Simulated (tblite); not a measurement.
# How the settings of tblite move a run on SnS$_{2}$

Simulated with tblite 0.8.0. This is a test of settings. The cell began as a measured structure and was relaxed with r2SCAN+rVV10 in plane waves (Ansatz 0.2.0). All runs are without spin polarisation.

It is trigonal, P-3m1 (No. 164); a = 3.661 Å, c = 5.962 Å in the conventional setting, 23.06 Å³ an atom. Around Sn lie 6 S at 2.57 Å; around S lie 3 Sn at 2.57 Å.

The base run uses GFN1-xTB on a cluster of 54 atoms.

```python
import json
from ase import Atoms
from ase.build import make_supercell
from ase.units import Bohr, GPa, Hartree
from tblite.interface import Calculator

atoms = Atoms(['Sn', 'S', 'S'],
              cell=[[3.66075747, 0.0, 0.0], [-1.83037873, 3.17030897, 0.0], [0.0, 0.0, 5.96180493]],
              scaled_positions=[[0.0, 0.0, 0.0], [0.333333333, 0.666666667, 0.245590339], [0.666666667, 0.333333333, 0.754409661]],
              pbc=True)
cluster = make_supercell(atoms, [[3, 0, 0], [0, 3, 0], [0, 0, 2]])
calc = Calculator('GFN1-xTB', cluster.numbers, cluster.positions / Bohr, lattice=cluster.cell[:] / Bohr, periodic=cluster.pbc)
calc.set('temperature', 0.02 / Hartree)
calc.set('max-iter', 150)
res = calc.singlepoint()
levels = res.get('orbital-energies') * Hartree
nv = round(res.get('orbital-occupations').sum() / 2)
cells = len(cluster) // len(atoms)
out = {'energy_per_cell': res.get('energy') * Hartree / cells, 'homo': levels[nv - 1], 'lumo': levels[nv],
       'stress': (-res.get('virial') * Hartree / cluster.get_volume() / GPa).tolist(), 'charges': res.get('charges')[:len(atoms)].tolist(), 'electrons': 2 * nv / cells}
json.dump(out, open('results.json', 'w'))
for key, value in out.items():
    print(key, value)
```

Command: `python run.py`. It took 2.6 s on 1 thread of Arm Neoverse V1, on a shared host, peak memory 0.14 GiB.

It converged with a gap of 1.56 eV and a pressure of -6.77 GPa (positive in compression). xTB was fitted to molecules, so gaps, charges and pressures of solids can be far off.

Each further run moved one setting: mixer-damping (damping of the charge mixer); temperature (electronic temperature in eV); accuracy (scale of the thresholds); cluster (size of the cluster in conventional cells). Changes are from the base run, which isn't itself converged in every setting; energies of another Hamiltonian, functional, basis or charge aren't compared, and those at a high electronic temperature are mostly its entropy term.

| setting | how it ended | gap change (eV) | energy change (meV/atom) | pressure change (GPa) | time (s) |
| --- | --- | --- | --- | --- | --- |
| mixer-damping = 0.1 | converged | 0.00 | 0.0 | 0.00 | 2.6 |
| temperature = 0.1 | converged | 0.00 | 0.0 | 0.00 | 2.6 |
| temperature = 0.001 | converged | 0.00 | 0.0 | 0.00 | 2.5 |
| accuracy = 1000.0 (poor on purpose) | converged | 0.00 | -0.1 | -0.02 | 1.6 |
| cluster = 1x1x1 (poor on purpose) | converged | -0.04 | 3336.0 | 39.44 | 0.89 |
| cluster = 4x4x3 | converged | -0.19 | -49.1 | -0.89 | 15 |

mixer-damping = 0.1 changes nothing that matters here. temperature = 0.1 changes nothing that matters here. temperature = 0.001 changes nothing that matters here. accuracy = 1000.0 changes nothing that matters here.

Spin-orbit coupling is left out, which matters wherever the heavy atoms make up the band edges.
